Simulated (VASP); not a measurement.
Here is a VASP 6.6.1 calculation.

File INCAR:

```
SYSTEM = Ni
PREC = Accurate
ENCUT = 520
EDIFF = 1E-6
ISMEAR = 1
SIGMA = 0.1
LREAL = .FALSE.
LASPH = .TRUE.
NELM = 120
ALGO = Normal
ISIF = 2
LWAVE = .FALSE.
LCHARG = .FALSE.
ISPIN = 2
MAGMOM = 0.7 0.7 0.7 0.7 0.7 0.7 0.7 0.7 0.7
LORBIT = 11
LMAXMIX = 4
LDIPOL = .TRUE.
IDIPOL = 3
DIPOL = 0.5 0.5 0.500
GGA = PE
IVDW = 12
IBRION = 2
NSW = 90
EDIFFG = -0.02
```

Contents of KPOINTS:

```
regular mesh
0
G
  9 9 1
  0 0 0
```

POSCAR

```
Ni
1.0
    3.6878305700      2.1291700200      0.0000000000
   -3.6878305700      2.1291700200      0.0000000000
    0.0000000000      0.0000000000     22.5647905100
Ni
9
Selective dynamics
Direct
    0.0000000000      0.0000000000      0.4110386000  F F F
    0.3333330000      0.6666670000      0.4110386000  F F F
    0.6666670000      0.3333330000      0.4110386000  F F F
    0.3333330000      1.0000000000      0.5000000000  T T T
    0.6666670000      0.6666670000      0.5000000000  T T T
    0.0000000000      0.3333330000      0.5000000000  T T T
    0.6666670000      1.0000000000      0.5889614000  T T T
    0.0000000000      0.6666670000      0.5889614000  T T T
    0.3333330000      0.3333330000      0.5889614000  T T T
```

Potentials or basis: VASP PAW PBE potentials, release 64 (Ni).

Run with:

```console
$ cat potpaw_PBE.64/Ni/POTCAR > POTCAR
$ mpirun -np 1 vasp_std > vasp.out
```

Task: What does it give for the energy gained by relaxing?

Result: 0.0 meV/atom.

Task: Predict the net moment.

Result: 6.40 μB per cell.

Task: Estimate the dispersion energy per atom.

Result: -0.311 eV.

Final structure:
```cif
data_structure
_symmetry_space_group_name_H-M 'P 1'
_symmetry_Int_Tables_number 1
_cell_length_a 4.2583
_cell_length_b 4.2583
_cell_length_c 22.5648
_cell_angle_alpha 90.000
_cell_angle_beta 90.000
_cell_angle_gamma 120.000
_cell_volume 354.36
loop_
_atom_site_label
_atom_site_type_symbol
_atom_site_fract_x
_atom_site_fract_y
_atom_site_fract_z
_atom_site_occupancy
Ni1 Ni 0.00000 0.00000 0.41104 1
Ni2 Ni 0.33333 0.66667 0.41104 1
Ni3 Ni 0.66667 0.33333 0.41104 1
Ni4 Ni 0.33333 0.00000 0.50000 1
Ni5 Ni 0.66667 0.66667 0.50000 1
Ni6 Ni 0.00000 0.33333 0.50000 1
Ni7 Ni 0.66667 0.00000 0.58891 1
Ni8 Ni 0.00000 0.66667 0.58891 1
Ni9 Ni 0.33333 0.33333 0.58891 1
```
